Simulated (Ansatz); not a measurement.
# ZnSe: the cost of one run

Computed with Ansatz 0.2.0 (DFT PBEsol, scalar-relativistic, plane waves, PAW, unless a step's input says otherwise).

4 further runs of the same task are left out: 1 for a known fault of the program, 1 that didn't finish, 2 set aside as unsound or not needed.

### Step 1. The structure to begin with

It takes space group F-43m (No. 216, cubic). Conventional cell: a = 5.668 Å, b = 5.668 Å, c = 5.668 Å, α = 90.00°, β = 90.00°, γ = 90.00°. Zn (site symmetry -43m) is surrounded by 4 Se at 2.45 Å. Se (site symmetry -43m) has 4 Zn at 2.45 Å as nearest neighbours.

As a file:

```
Zn Se
1.0
     0.00000    2.83380    2.83380
     2.83380    0.00000    2.83380
     2.83380    2.83380    0.00000
Zn Se
1 1
Direct
  0.00000 0.00000 0.00000
  0.75000 0.75000 0.75000
```

The structure comes from the Crystallography Open Database.

### Step 2. Random moves and strain, cell strained

Against the listed cell: strain xx, yy, zz, yz, xz, xy = +2.2, +2.1, +1.4, -0.1, -0.1, +0.2 %; atoms moved by 0.06 Å root mean square, at most 0.06 Å.

The input, input.yaml:

```yaml
crystal:
  lattice:
    - [0.005355882, 2.889455832, 2.869420866]
    - [2.893394814, 0.003853968, 2.87092278]
    - [2.90209458, 2.899657512, -0.004845798]
  atoms:
    - { symbol: Zn, position: [0.005102689, 0.0106923566, 0.0016726657] }
    - { symbol: Se, position: [0.744897311, 0.7393076434, 0.7483273343] }
basis:
  ecutwfc: 420
kpoints:
  mp_grid: { grid: [8, 8, 8] }
hamiltonian:
  xc: pbesol
scf:
  occupations: { method: gaussian, width: 0.02 }
output:
  forces: true
  stress: true
  eigenvalues: true
```

Started as:

```sh
> ansatz run input.yaml --threads 1 --pin off --max-ram 1331MiB --backend cpu --events-out ev --progress --plain --runs-dir out
```

Q: Estimate wall time and peak memory on 1 thread of an Arm CPU, shared host.

About 24 s, with a peak of 0.51 GiB.
